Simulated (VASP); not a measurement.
The system is LiCl.

```
Li Cl
1.0
     0.00000    2.56477    2.56477
     2.56477    0.00000    2.56477
     2.56477    2.56477    0.00000
Li Cl
1 1
Direct
  0.00000 0.00000 0.00000
  0.50000 0.50000 0.50000
```

| Quantity | Value |
| --- | --- |
| Program | VASP 6.6.1 |
| Task | relaxation of cell and atoms |
| Functional | PBEsol |
| Potentials or basis | VASP PAW PBE potentials, release 64 (Li_sv, Cl) |
| Cutoff | 600 eV |
| k mesh | 10 × 10 × 10 |
| Occupations | gaussian, width 0.03 eV |
| Spin | no spin polarisation |

At the start: pressure -1.3 GPa; volume 16.87 Å³/atom.

How do energy, volume and symmetry change on relaxing?

Over 4 steps the energy falls by 2.8 meV/atom and the volume is 16.20 Å³/atom (-4.0 %); space group Fm-3m (No. 225, to 0.05 Å).

The path:
```tsv
step	energy change (eV)	largest force (eV/Å)	pressure (GPa)	volume (Å³)
1	0.0000	0.0000	-1.30	33.74
2	-0.0042	0.0000	-0.68	33.08
3	-0.0056	0.0000	-0.11	32.51
4	-0.0057	0.0000	-0.04	32.41
```

Final structure:
```xyz
2
Lattice="0.0000 2.5305 2.5305 2.5305 0.0000 2.5305 2.5305 2.5305 0.0000" Properties=species:S:1:pos:R:3 pbc="T T T"
Li    2.5305    2.5305    0.0000
Cl    2.5305    2.5305    2.5305
```

Caveat: the cutoff is under 1.25 times the usual one of these potentials, so pressure, stress and relaxed cells hold a basis-set (Pulay) error; the PAW data sets were made with another functional, which shifts forces and pressure a little.
